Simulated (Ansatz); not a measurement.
# NbN under strain: 93Nb nuclear quadrupole resonance

Cell: a structure deposited in the COD, relaxed with PBE at fixed cell and then changed (z stretched by 3 %, ions relaxed).

```
Nb N
1.0
     0.00000    2.19450    2.26033
     2.19450    0.00000    2.26033
     2.19450    2.19450    0.00000
Nb N
1 1
Direct
  0.50000 0.50000 0.50000
  0.00000 0.00000 0.00000
```

Sites (sets of like atoms) are named by element and the number of their first atom in this list.

All values are calculated (Ansatz; DFT, PBE, plane waves and PAW, scalar-relativistic, collinear spin, 420 eV cutoff, Γ-centred 18×18×18 k-points, Fermi–Dirac smearing 0.05 eV), not measured. Start moments as typed (μB): 2 on each Nb, none on the rest.

93Nb: I = 9/2, Q = -320.0 mb (year-2017 value). Static lattice, zero field.

(1) At which frequencies do the 93Nb NQR lines lie?

## Answers

(1) For I = 9/2 and η = 0 the lines are |C_Q|/24 times 1, 2, 3 and 4; η shifts the lowest up most.

```csv
site,atoms,V_zz (10²¹ V/m²),C_Q (MHz),η,line frequencies (MHz)
Nb,1,4.91,-38.0,0.00,"1.58, 3.17, 4.75, 6.33"
```

An axis of threefold or higher order runs through Nb, so V_zz lies along it and η is zero.

With no gap above 0.1 eV, as in a metal, the gradients converge slowly in k; expect changes of a tenth or more on a denser mesh. Without spin–orbit coupling (the program notes it for Nb) the gradients can shift somewhat, as the gap is small. The start moments die out, and the run ends without spin.

The relaxation (1 step) took 32 s of wall time (32 s of CPU time) and 0.64 GiB at its peak, on 1 thread of Intel Xeon Platinum 8488C (Sapphire Rapids) (x86_64; 16 cores open to the job, memory cap 3.0 GiB, no GPU), a shared host with a load of 0.5 a core.
